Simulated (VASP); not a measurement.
# CdTe: relaxation of the atoms with r2SCAN

**Experimental background.**

From a printed reference work, data compilation, for a bulk crystal of CdTe at 0 K: band gap 1.607 eV.

CdTe:

```xyz
2
Lattice="0.0000 3.3003 3.3003 3.3003 0.0000 3.3003 3.3003 3.3003 0.0000" Properties=species:S:1:pos:R:3 pbc="T T T"
Cd    0.0000    0.0000    0.0000
Te    1.6502    1.6502    1.6502
```

```yaml
Program: VASP 6.6.1
Task: relaxation of the atoms
Functional: r2SCAN
Potentials_or_basis: VASP PAW PBE potentials, release 64 (Cd, Te)
Cutoff: 520 eV
k_mesh: 8 × 8 × 8
Occupations: fermi-dirac, width 0.02 eV
Spin: no spin polarisation
Dipole_correction: no
Further_INCAR_settings: ALGO = Normal; EDIFF = 1e-06; IBRION = 2; EDIFFG = -0.01; NSW = 50
```

```yaml
Pressure_after_relaxing: -0.6 GPa
Band_gap_on_the_k_mesh: 1.09 eV, direct
```

Final structure:
```
Cd Te
1.0
     0.00000    3.30032    3.30032
     3.30032    0.00000    3.30032
     3.30032    3.30032    0.00000
Cd Te
1 1
Cartesian
  0.0000 0.0000 0.0000
  1.6502 1.6502 1.6502
```

Levels at points of the mesh, in eV from the valence-band top:
| k point | band 6 | band 7 | band 8 | band 9 | band 10 | band 11 | band 12 | band 13 |
| --- | --- | --- | --- | --- | --- | --- | --- | --- |
| (0.00, 0.00, 0.00) | -8.15 | 0.00 | 0.00 | 0.00 | 1.09 | 5.07 | 5.07 | 5.07 |
| (0.50, 0.00, 0.00) | -7.82 | -4.18 | -0.71 | -0.71 | 2.17 | 5.61 | 5.61 | 7.35 |
| (0.50, 0.50, 0.00) | -7.68 | -4.08 | -1.73 | -1.73 | 2.99 | 2.99 | 9.14 | 9.53 |

It took 78 s on 1 thread of Intel Xeon 6975P-C, with other jobs on the host, peak memory 0.23 GiB.

A measured gap of CdTe is 1.607 eV (0 K; a printed reference work, data compilation); the calculated 1.09 eV misses it by -0.51 eV. Spin-orbit coupling on Cd, Te is left out. The value is that of r2SCAN, without temperature or zero-point motion.

Caveat: the relaxation stopped at its first step, so nothing moved; the PAW data sets were made with another functional, which shifts forces and pressure a little; spin-orbit coupling is left out, which moves the levels of the heavy elements.
